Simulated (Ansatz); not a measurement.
CsH (Pm-3m) from a database structure (r2SCAN geometry), in Ansatz:

```
Cs H
1.0
     3.81307    0.00000    0.00000
     0.00000    3.81307    0.00000
     0.00000    0.00000    3.81307
Cs H
1 1
Cartesian
  0.0000 0.0000 0.0000
  1.9065 1.9065 1.9065
```

G0W0@r2SCAN with 208 empty bands, a screening cutoff of 140 eV and a 4×4×4 mesh (PAW, contour deformation) gives 4.768 eV over the mesh points, from an r2SCAN gap of 3.180 eV; it sums over 213 bands with 203 plane waves in the screening and a wave cutoff of 500 eV. The G0W0 figures hold for the stated bands, cutoff and mesh and aren't extrapolated. The values are computed, spin-unpolarised, and not measurements.

(1) Estimate the gap with mesh 6×6×6, empty bands 90, screening cutoff 80 eV.

(2) Estimate the gap with starting point LDA.

Answers

(1) 4.709 eV (-0.059 eV), from a Kohn-Sham gap of 3.182 eV.

(2) 4.313 eV (-0.455 eV), from a Kohn-Sham gap of 2.304 eV.

The runs are scalar-relativistic, without spin-orbit coupling.
